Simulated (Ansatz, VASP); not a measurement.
# One calculation of Sc, two programs

```xyz
1
Lattice="3.0576 0.0000 0.0000 0.0000 3.0576 0.0000 0.0000 0.0000 2.9686" Properties=species:S:1:pos:R:3 pbc="T T T"
Sc    0.0000    0.0000    0.0000
```

Change from the starting cell: x and y stretched by +3 %, z held, crystal datasets.

Alike in both runs: task electric field gradients; functional PBE; k mesh 12 × 12 × 12; occupations fermi-dirac, width 0.05 eV; no spin polarisation.

|  | VASP | Ansatz |
| --- | --- | --- |
| version | VASP 6.6.1 | Ansatz 0.2.0 |
| potentials or method | VASP PAW PBE potentials, release 64 (Sc_sv), cutoff 520 eV | all-electron PAW with datasets made for the crystal, scalar-relativistic |

VASP gave:

| Property | Result |
| --- | --- |
| pressure (GPa) | -1.9 |
| largest component of the traceless stress (GPa) | 0.29 |
| Vzz of the field gradient on the site that differs most (V/Å²) | 2.4 |

Estimate Ansatz's values.

pressure (GPa): -1.9; largest component of the traceless stress (GPa): 0.28; Vzz of the field gradient on the site that differs most (V/Å²): 1.6.

Ansatz ran all-electron here, so the differences hold the error of VASP's frozen core and of both bases. Ansatz warned: «printed_levels_off».
